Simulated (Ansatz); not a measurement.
# Calculated ⁷³Ge NMR of the central transition for GeSe

Cell: a COD entry.

Space group Pnma (No. 62); a = 10.8200, b = 3.8500, c = 4.4000 Å.

| site | Wyckoff | site symmetry | x | y | z |
| --- | --- | --- | --- | --- | --- |
| Ge | 4c | .m. | 0.1210 | 0.2500 | 0.1110 |
| Se | 4c | .m. | 0.8540 | 0.2500 | 0.5000 |

One atom of each set is listed.

The numbers come from a DFT calculation in Ansatz (PBE, plane waves and PAW, scalar-relativistic, 420 eV cutoff, Γ-centred 4×11×10 k-points, Fermi–Dirac smearing 0.02 eV).

⁷³Ge has I = 9/2 and Q = -196.0 mb (Pyykkö 2018); at 23.5 T its Larmor frequency is ν₀ = 35.0 MHz. Only the quadrupole interaction is simulated: positions count from each site's isotropic chemical shift, and shift anisotropy, dipolar and J coupling are left out.

Task: Simulate the second-order pattern (static powder, Gaussian broadening 10 kHz) of site Ge (3 Se at 2.57–2.59 Å; also 2 Se at 3.32 Å).

Result: The calculation gives C_Q = 29.8 MHz and η = 0.21, so ν_Q = 1.24 MHz and the centre of gravity lies at -1020 ppm (-35.7 kHz).

(offset (kHz), height): (-154.3, 0), (-143.8, 20), (-133.3, 52), (-122.7, 60), (-112.2, 67), (-101.7, 83), (-91.2, 100), (-80.6, 78), (-70.1, 65), (-59.6, 59), (-49.1, 56), (-38.5, 53), (-28.0, 52), (-17.5, 52), (-7.0, 51), (3.6, 44), (14.1, 43), (24.6, 47), (35.1, 53), (45.7, 70), (56.2, 95), (66.7, 65), (77.2, 21), (87.8, 0)

Hardware: 1 thread of Intel Xeon 6975P-C (Granite Rapids) (x86_64; 16 cores open to the job, memory cap 3.0 GiB, no GPU), a shared host with a load of 0.6 a core. Wall time 53 s, CPU time 53 s, peak memory 1.1 GiB.
